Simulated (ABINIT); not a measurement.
# NaCl (Fm-3m): one start, several treatments of the self-energy

How much does the gap of NaCl (Fm-3m) depend on the approximation to the self-energy?

Main program and level: ABINIT 10.8.3; PBE and many-body steps on it, plane waves.

The database entry behind the starting cell differs from later determinations by our own check (an axis about 0.4 % short against later determinations), so it need not match the best structure at ambient conditions.

### Step 1. Set-up

Symmetry: Fm-3m, No. 225, cubic system. The conventional cell has a = 5.620 Å, b = 5.620 Å, c = 5.620 Å, α = 90.00°, β = 90.00°, γ = 90.00°. Nearest to Na lie 6 Cl at 2.81 Å. Nearest to Cl lie 6 Na at 2.81 Å. Farther neighbours and most contacts between anions are not listed.

The cell and positions come from the Crystallography Open Database and are kept as given unless a step says otherwise.

### Step 2. Empty states on the mesh, 6×6×6 mesh, 148 bands

This step: ABINIT 10.8.3; DFT, PBE, plane waves, norm-conserving pseudopotentials.

The sums over transitions need many empty states on a uniform mesh; this step solves for them.

File run.abi:

```
acell 3*1.0 Angstrom
rprim 
  0.000000000000 2.810000000000 2.810000000000
  2.810000000000 0.000000000000 2.810000000000
  2.810000000000 2.810000000000 0.000000000000
ntypat 2
znucl 11 17
natom 2
typat 1 2
xred 
  0.000000000000 0.000000000000 0.000000000000
  0.500000000000 0.500000000000 0.500000000000
pp_dirpath "pseudos"
pseudos "Na.upf, Cl.upf"
ecut 38
ngkpt 6 6 6
nshiftk 1
shiftk 0 0 0
kptopt 1
chksymbreak 0
irdden 1
istwfk *1
nband 148
prtvol 0
optdriver 6
gwr_task "HDIAGO"
paral_kgb 0
occopt 1
indata_prefix "in"
outdata_prefix "out"
tmpdata_prefix "tmp"
```

Launch:

```
$ OMP_NUM_THREADS=1 mpirun -n 8 abinit run.abi > log
```

What it wrote:

```text
.Version 10.8.3 of ABINIT. v10.8.2 released Aug 2026.

 Symmetries : space group Fm -3 m (#225); Bravais cF (face-center cubic)
[... echo of the input left out ...]
== DATASET  1 ==================================================================
-   mpi_nproc: 8, omp_nthreads: 1 (-1 if OMP is not activated)

--- !DatasetInfo
iteration_state: {dtset: 1, }
dimensions: {natom: 2, nkpt: 16, mband: 148, nsppol: 1, nspinor: 1, nspden: 1, mpw: 3383, }
cutoff_energies: {ecut:  38.0, pawecutdg:  -1.0, }
[...]
Direct band gap semiconductor
 Fundamental gap:     5.150 (eV)
   VBM:    -0.539 (eV) at k: [ 0.0000E+00,  0.0000E+00,  0.0000E+00]
   CBM:     4.611 (eV) at k: [ 0.0000E+00,  0.0000E+00,  0.0000E+00]
 Direct gap:         5.150 (eV) at k: [ 0.0000E+00,  0.0000E+00,  0.0000E+00]

== END DATASET(S) ==============================================================
================================================================================

 -outvars: echo values of variables after computation  --------
           etotal      0.0000000000E+00
            nband         148
             nkpt          16
          spgroup         225
 [... the other variables as echoed above ...]

 Calculation completed.
```

Wall time 1.8 min (8 MPI ranks of Arm Neoverse N1, shared host); peak memory 5.3 GiB; 14 min of CPU time.

This step gave:

* gap: 5.150 eV
* k of the valence top: 0, 0, 0
* k of the conduction bottom: 0, 0, 0
* least direct gap: 5.150 eV
* k points computed: 16
* lowest point of the top converged band, above the valence top: 110.2814 eV

On this mesh the gap is 5.150 eV.

The density comes from a self-consistent run that is not shown.

### Step 3. Screening, 6×6×6 mesh, 140 bands, screening to 190.5 eV

The RPA dielectric matrix is built and inverted for each q.

This step: RPA screening on PBE, plane waves, norm-conserving pseudopotentials.

run.abi: that of step 2 with these lines changed.

```diff
@@ -20,10 +20,11 @@
 chksymbreak 0
-irdden 1
 istwfk *1
-nband 148
-prtvol 0
-optdriver 6
-gwr_task "HDIAGO"
-paral_kgb 0
 occopt 1
+irdwfk 1
+optdriver 3
+nband 140
+ecuteps 7
+inclvkb 2
+awtr 1
+symchi 1
 indata_prefix "in"
```

What it wrote:

```text
.Version 10.8.3 of ABINIT. v10.8.2 released Aug 2026.

 Symmetries : space group Fm -3 m (#225); Bravais cF (face-center cubic)
[... echo of the input left out ...]
== DATASET  1 ==================================================================
-   mpi_nproc: 8, omp_nthreads: 1 (-1 if OMP is not activated)

--- !DatasetInfo
iteration_state: {dtset: 1, }
dimensions: {natom: 2, nkpt: 16, mband: 140, nsppol: 1, nspinor: 1, nspden: 1, mpw: 3383, }
cutoff_energies: {ecut:  38.0, pawecutdg:  -1.0, }
electrons: {nelect:   1.60000000E+01, charge:   0.00000000E+00, occopt:   1.00000000E+00, tsmear:   1.00000000E-02, }

 SCREENING: Calculation of the susceptibility and dielectric matrices

 Based on a program developped by R.W. Godby, V. Olevano, G. Onida, and L. Reining.
 Incorporated in ABINIT by V. Olevano, G.-M. Rignanese, and M. Torrent.
.Using double precision arithmetic ; gwpc =  8

[... cell and pseudopotentials left out ...]
--------------------------------------------------------------------------------

 ==== K-mesh for the wavefunctions ====
 Number of points in the irreducible wedge :    16
[... list of points left out ...]
 Together with 48 symmetry operations and time-reversal symmetry
 yields   216 points in the full Brillouin Zone.

 ==== Q-mesh for the screening function ====
 Number of points in the irreducible wedge :    16
[... list of points left out ...]
 Together with 48 symmetry operations and time-reversal symmetry
 yields   216 points in the full Brillouin Zone.

 setmesh: FFT mesh size selected  =    30x   30x   30
          total number of points  =        27000

 vcoul_init : cutoff-mode = AUXILIARY_FUNCTION
 q-points for optical limit:   1
     1)      0.000010    0.000020    0.000030

- screening: taking advantage of time-reversal symmetry
- Maximum band index for partially occupied states nbvw = 8
- Remaining bands to be divided among processors   nbcw = 132
- Number of bands treated by each node ~16

 Number of electrons calculated from density =   16.0000; Expected =   16.0000
 average of density, n =  0.053429
 r_s =    1.6471
 omega_plasma =   22.2968 [eV]

 calculating chi0 at frequencies [eV] :
  1    0.000000E+00    0.000000E+00
  2    0.000000E+00    2.229681E+01

--------------------------------------------------------------------------------
  q-point number  1        q = ( 0.000000, 0.000000, 0.000000) [r.l.u.]
--------------------------------------------------------------------------------
[... chi0 elements left out ...]
 For q-point:  0.000010 0.000020 0.000030
  dielectric constant =   2.3511
  dielectric constant without local fields =   2.7652

  Average fulfillment of the sum rule on Im[epsilon] for q-point    1 :     70.09  [%]
[... wings left out ...]
  q-point number  2        q = ( 0.166667, 0.000000, 0.000000) [r.l.u.]
--------------------------------------------------------------------------------
[... chi0 elements left out ...]
  Average fulfillment of the sum rule on Im[epsilon] for q-point    2 :     79.14  [%]

 [... 14 further q-points ...]
```

Wall time 4.4 min (8 MPI ranks); peak memory 2.4 GiB.

This step gave:

| Item | Value |
| --- | --- |
| ε∞ with local fields, on this mesh, along the program's q direction | 2.351 |
| the same without local fields | 2.765 |
| plasma frequency | 22.30 eV |
| plane waves in the screening matrix | 259 |

Local fields lower ε∞ by 15 %.

### Step 4. G0W0, Godby-Needs plasmon pole

The self-energy is evaluated for the states that the input lists, and the levels follow from it, in one-shot runs by the linearised quasiparticle equation.

This step: G0W0 on PBE, plane waves, norm-conserving pseudopotentials.

run.abi: that of step 3 with these lines changed.

```diff
@@ -23,8 +23,15 @@
 irdwfk 1
-optdriver 3
+optdriver 4
 nband 140
+gwcalctyp 0
+ecutsigx 38
+symsigma 1
+nkptgw 1
+kptgw 
+  0.0000000000 0.0000000000 0.0000000000
+bdgw 
+  6 12
 ecuteps 7
-inclvkb 2
-awtr 1
-symchi 1
+irdscr 1
+ppmodel 1
 indata_prefix "in"
```

What it wrote:

```text
.Version 10.8.3 of ABINIT. v10.8.2 released Aug 2026.

 Symmetries : space group Fm -3 m (#225); Bravais cF (face-center cubic)
[... echo of the input left out ...]
== DATASET  1 ==================================================================
-   mpi_nproc: 8, omp_nthreads: 1 (-1 if OMP is not activated)

--- !DatasetInfo
iteration_state: {dtset: 1, }
dimensions: {natom: 2, nkpt: 16, mband: 140, nsppol: 1, nspinor: 1, nspden: 1, mpw: 3383, }
cutoff_energies: {ecut:  38.0, pawecutdg:  -1.0, }
electrons: {nelect:   1.60000000E+01, charge:   0.00000000E+00, occopt:   1.00000000E+00, tsmear:   1.00000000E-02, }

 SIGMA: Calculation of the GW corrections

 Based on a program developped by R.W. Godby, V. Olevano, G. Onida, and L. Reining.
 Incorporated in ABINIT by V. Olevano, G.-M. Rignanese, and M. Torrent.
.Using double precision arithmetic ; gwpc =  8

[... cell and pseudopotentials left out ...]
--------------------------------------------------------------------------------

 ==== K-mesh for the wavefunctions ====
 Number of points in the irreducible wedge :    16
[... list of points left out ...]
 Together with 48 symmetry operations and time-reversal symmetry
 yields   216 points in the full Brillouin Zone.

 ==== Q-mesh for screening function ====
 Number of points in the irreducible wedge :    16
[... list of points left out ...]
 Together with 48 symmetry operations and time-reversal symmetry
 yields   216 points in the full Brillouin Zone.

 vcoul_init : cutoff-mode = AUXILIARY_FUNCTION
 q-points for optical limit:   1
     1)      0.000010    0.000020    0.000030
 setmesh: FFT mesh size selected  =    45x   45x   45
          total number of points  =        91125

 Number of electrons calculated from density =   16.0000; Expected =   16.0000
 average of density, n =  0.053429
 r_s =    1.6471
 omega_plasma =   22.2968 [eV]

 === KS Band Gaps ===
  >>>> For spin  1
   Minimum direct gap =   5.1497 [eV], located at k-point      :   0.0000  0.0000  0.0000
   Fundamental gap    =   5.1497 [eV], Top of valence bands at :   0.0000  0.0000  0.0000
                                       Bottom of conduction at :   0.0000  0.0000  0.0000
 SIGMA fundamental parameters:
 PLASMON POLE MODEL  1
 number of plane-waves for SigmaX                 3383
 number of plane-waves for SigmaC and W            259
 number of plane-waves for wavefunctions          3383
 number of bands                                   140
 number of independent spin polarizations            1
 number of spinorial components                      1
 number of k-points in IBZ                          16
 number of q-points in IBZ                          16
 number of symmetry operations                      48
 number of k-points in BZ                          216
 number of q-points in BZ                          216
 number of frequencies for dSigma/dE                 9
 frequency step for dSigma/dE [eV]                0.25
 number of omega for Sigma on real axis              0
 max omega for Sigma on real axis  [eV]           0.00
 zcut for avoiding poles [eV]                     0.10

 EPSILON^-1 parameters (SCR file):
 dimension of the eps^-1 matrix on file            259
 dimension of the eps^-1 matrix used               259
 number of plane-waves for wavefunctions          3383
 number of bands                                   140
 number of q-points in IBZ                          16
 number of frequencies                               2
 number of real frequencies                          1
 number of imag frequencies                          1

 matrix elements of self-energy operator (all in [eV])

 Perturbative Calculation

--- !SelfEnergy_ee
iteration_state: {dtset: 1, }
kpoint     : [   0.000,    0.000,    0.000, ]
spin       : 1
KS_gap     :    5.150
QP_gap     :    8.080
Delta_QP_KS:    2.930
data: !SigmaeeData |
     Band     E0 <VxcDFT>   SigX SigC(E0)      Z dSigC/dE  Sig(E)    E-E0       E
        6  -0.539 -14.493 -18.976   1.818   0.810  -0.235 -16.651  -2.158  -2.697
        7  -0.539 -14.493 -18.976   1.818   0.810  -0.235 -16.651  -2.158  -2.697
        8  -0.539 -14.493 -18.976   1.818   0.810  -0.235 -16.651  -2.158  -2.697
        9   4.611  -8.179  -4.218  -3.068   0.864  -0.157  -7.407   0.772   5.383
       10  10.523  -8.377  -3.612  -3.301   0.859  -0.164  -7.119   1.258  11.781
       11  10.523  -8.377  -3.612  -3.301   0.859  -0.164  -7.119   1.258  11.781
       12  10.523  -8.377  -3.612  -3.301   0.859  -0.164  -7.119   1.258  11.781

== END DATASET(S) ==============================================================
================================================================================

 -outvars: echo values of variables after computation  --------
           etotal      0.0000000000E+00
            nband         140
             nkpt          16
          spgroup         225
 [... the other variables as echoed above ...]

 Calculation completed.
```

It took 16 s on 8 MPI ranks; peak memory 2.4 GiB; 2.2 min of CPU time.

This step gave:

```yaml
g0w0_gap_on_the_points_computed: 8.08 eV
starting_gap_on_the_mesh: 5.150 eV
k_of_the_valence_top: 0, 0, 0
k_of_the_conduction_bottom: 0, 0, 0
z_at_the_valence_top: 0.81
z_at_the_conduction_bottom: 0.864
least_direct_g0w0_gap_on_the_computed_points: 8.08 eV
```

The gap on the mesh goes from 5.15 eV to 8.08 eV, a correction of +2.93 eV.

### Step 5. G0W0, Hybertsen-Louie plasmon pole

run.abi: that of step 4 with these lines changed.

```diff
@@ -35,3 +35,3 @@
 irdscr 1
-ppmodel 1
+ppmodel 2
 indata_prefix "in"
```

What it wrote:

```text
.Version 10.8.3 of ABINIT. v10.8.2 released Aug 2026.

 Symmetries : space group Fm -3 m (#225); Bravais cF (face-center cubic)
[... echo of the input left out ...]
== DATASET  1 ==================================================================
-   mpi_nproc: 8, omp_nthreads: 1 (-1 if OMP is not activated)

--- !DatasetInfo
iteration_state: {dtset: 1, }
dimensions: {natom: 2, nkpt: 16, mband: 140, nsppol: 1, nspinor: 1, nspden: 1, mpw: 3383, }
cutoff_energies: {ecut:  38.0, pawecutdg:  -1.0, }
electrons: {nelect:   1.60000000E+01, charge:   0.00000000E+00, occopt:   1.00000000E+00, tsmear:   1.00000000E-02, }

 SIGMA: Calculation of the GW corrections

 Based on a program developped by R.W. Godby, V. Olevano, G. Onida, and L. Reining.
 Incorporated in ABINIT by V. Olevano, G.-M. Rignanese, and M. Torrent.
.Using double precision arithmetic ; gwpc =  8

[... cell and pseudopotentials left out ...]
--------------------------------------------------------------------------------

 ==== K-mesh for the wavefunctions ====
 Number of points in the irreducible wedge :    16
[... list of points left out ...]
 Together with 48 symmetry operations and time-reversal symmetry
 yields   216 points in the full Brillouin Zone.

 ==== Q-mesh for screening function ====
 Number of points in the irreducible wedge :    16
[... list of points left out ...]
 Together with 48 symmetry operations and time-reversal symmetry
 yields   216 points in the full Brillouin Zone.

 vcoul_init : cutoff-mode = AUXILIARY_FUNCTION
 q-points for optical limit:   1
     1)      0.000010    0.000020    0.000030
 setmesh: FFT mesh size selected  =    45x   45x   45
          total number of points  =        91125

 Number of electrons calculated from density =   16.0000; Expected =   16.0000
[...]
number of q-points in BZ                          216
 number of frequencies for dSigma/dE                 9
 frequency step for dSigma/dE [eV]                0.25
 number of omega for Sigma on real axis              0
 max omega for Sigma on real axis  [eV]           0.00
 zcut for avoiding poles [eV]                     0.10

 EPSILON^-1 parameters (SCR file):
 dimension of the eps^-1 matrix on file            259
 dimension of the eps^-1 matrix used               259
 number of plane-waves for wavefunctions          3383
 number of bands                                   140
 number of q-points in IBZ                          16
 number of frequencies                               2
 number of real frequencies                          1
 number of imag frequencies                          1

 matrix elements of self-energy operator (all in [eV])

 Perturbative Calculation

--- !SelfEnergy_ee
iteration_state: {dtset: 1, }
kpoint     : [   0.000,    0.000,    0.000, ]
spin       : 1
KS_gap     :    5.150
QP_gap     :    8.183
Delta_QP_KS:    3.033
data: !SigmaeeData |
     Band     E0 <VxcDFT>   SigX SigC(E0)      Z dSigC/dE  Sig(E)    E-E0       E
        6  -0.539 -14.493 -18.976   1.459   0.882  -0.134 -17.161  -2.668  -3.207
        7  -0.539 -14.493 -18.976   1.459   0.882  -0.134 -17.161  -2.668  -3.207
        8  -0.539 -14.493 -18.976   1.459   0.882  -0.134 -17.161  -2.668  -3.207
        9   4.611  -8.179  -4.218  -3.555   0.900  -0.112  -7.814   0.365   4.976
       10  10.523  -8.377  -3.612  -3.532   0.899  -0.112  -7.269   1.109  11.632
       11  10.523  -8.377  -3.612  -3.532   0.899  -0.112  -7.269   1.109  11.632
       12  10.523  -8.377  -3.612  -3.532   0.899  -0.112  -7.269   1.109  11.632

== END DATASET(S) ==============================================================
================================================================================

 -outvars: echo values of variables after computation  --------
           etotal      0.0000000000E+00
            nband         140
             nkpt          16
          spgroup         225
 [... the other variables as echoed above ...]

 Calculation completed.
```

Run time: 16 s. Hardware: 8 MPI ranks; peak memory 2.3 GiB.

Numbers from this step:

```
G0W0 gap on the points computed              : 8.183 eV
starting gap on the mesh                     : 5.150 eV
k of the valence top                         : 0, 0, 0
k of the conduction bottom                   : 0, 0, 0
Z at the valence top                         : 0.882
Z at the conduction bottom                   : 0.9
least direct G0W0 gap on the computed points : 8.183 eV
```

Against G0W0 in ABINIT (6×6×6 mesh, 140 bands, screening to 190.5 eV, Godby-Needs plasmon pole), the gap moves by +0.103 eV.

### Step 6. G0W0, von der Linden-Horsch plasmon pole

run.abi: that of step 5 with these lines changed.

```diff
@@ -35,3 +35,3 @@
 irdscr 1
-ppmodel 2
+ppmodel 3
 indata_prefix "in"
```

What it wrote:

```text
.Version 10.8.3 of ABINIT. v10.8.2 released Aug 2026.

 Symmetries : space group Fm -3 m (#225); Bravais cF (face-center cubic)
[... echo of the input left out ...]
== DATASET  1 ==================================================================
-   mpi_nproc: 8, omp_nthreads: 1 (-1 if OMP is not activated)

--- !DatasetInfo
iteration_state: {dtset: 1, }
dimensions: {natom: 2, nkpt: 16, mband: 140, nsppol: 1, nspinor: 1, nspden: 1, mpw: 3383, }
cutoff_energies: {ecut:  38.0, pawecutdg:  -1.0, }
[...]
10  10.523  -8.377  -3.612  -3.665   0.913  -0.095  -7.373   1.004  11.528
       11  10.523  -8.377  -3.612  -3.665   0.913  -0.095  -7.373   1.004  11.528
       12  10.523  -8.377  -3.612  -3.665   0.913  -0.095  -7.373   1.004  11.528

== END DATASET(S) ==============================================================
================================================================================

 -outvars: echo values of variables after computation  --------
           etotal      0.0000000000E+00
            nband         140
             nkpt          16
          spgroup         225
 [... the other variables as echoed above ...]

 Calculation completed.
```

Run time: 11 s. Hardware: 8 MPI ranks; peak memory 1.8 GiB; 86 s of CPU time.

This step gave:

* G0W0 gap on the points computed: 8.353 eV
* starting gap on the mesh: 5.150 eV
* k of the valence top: 0, 0, 0
* k of the conduction bottom: 0, 0, 0
* least direct G0W0 gap on the computed points: 8.353 eV

Against G0W0 in ABINIT (6×6×6 mesh, 140 bands, screening to 190.5 eV, Godby-Needs plasmon pole), the gap moves by +0.273 eV.

### Step 7. G0W0, Engel-Farid plasmon pole

run.abi: that of step 6 with these lines changed.

```diff
@@ -35,3 +35,3 @@
 irdscr 1
-ppmodel 3
+ppmodel 4
 indata_prefix "in"
```

What it wrote:

```text
.Version 10.8.3 of ABINIT. v10.8.2 released Aug 2026.

 Symmetries : space group Fm -3 m (#225); Bravais cF (face-center cubic)
[... echo of the input left out ...]
== DATASET  1 ==================================================================
-   mpi_nproc: 8, omp_nthreads: 1 (-1 if OMP is not activated)

--- !DatasetInfo
iteration_state: {dtset: 1, }
dimensions: {natom: 2, nkpt: 16, mband: 140, nsppol: 1, nspinor: 1, nspden: 1, mpw: 3383, }
cutoff_energies: {ecut:  38.0, pawecutdg:  -1.0, }
[...]
10  10.523  -8.377  -3.612  -3.415   0.867  -0.154  -7.208   1.170  11.693
       11  10.523  -8.377  -3.612  -3.415   0.867  -0.154  -7.208   1.170  11.693
       12  10.523  -8.377  -3.612  -3.415   0.867  -0.154  -7.208   1.170  11.693

== END DATASET(S) ==============================================================
================================================================================

 -outvars: echo values of variables after computation  --------
           etotal      0.0000000000E+00
            nband         140
             nkpt          16
          spgroup         225
 [... the other variables as echoed above ...]

 Calculation completed.
```

It took 11 s on 8 MPI ranks; peak memory 1.8 GiB; 87 s of CPU time.

This step gave:

* G0W0 gap on the points computed: 8.226 eV
* starting gap on the mesh: 5.150 eV
* k of the valence top: 0, 0, 0
* k of the conduction bottom: 0, 0, 0
* least direct G0W0 gap on the computed points: 8.226 eV

Against G0W0 in ABINIT (6×6×6 mesh, 140 bands, screening to 190.5 eV, Godby-Needs plasmon pole), the gap moves by +0.146 eV.

(Part 1 of 2 ends here.)

[Paths, hosts, dates, memory and timing lines, banners, echoed tables and standing remarks are left out of the program output.]

[Logs are printed without paths, hosts, clocks, repeated set-up lines and the standing remarks that a program may print on its own settings, such as how far it seeks lower states.]

[Runs of the session that timed out or met a known fault of the program may be left out.]

[Hosts, paths, dates, database ids (printed as entryN), source tags and the programs' standing remarks are cut or masked in the printed files.]

[G0W0 gaps are taken among the corrected bands and points alone; a level outside them can change the order at an edge.]

[Where Ansatz stands beside ABINIT at settings called matched, ABINIT's density can come from a denser mesh and the files from another edition; pairs whose starting gaps differed by over 0.03 eV were left out, so agreement reads better than it is.]
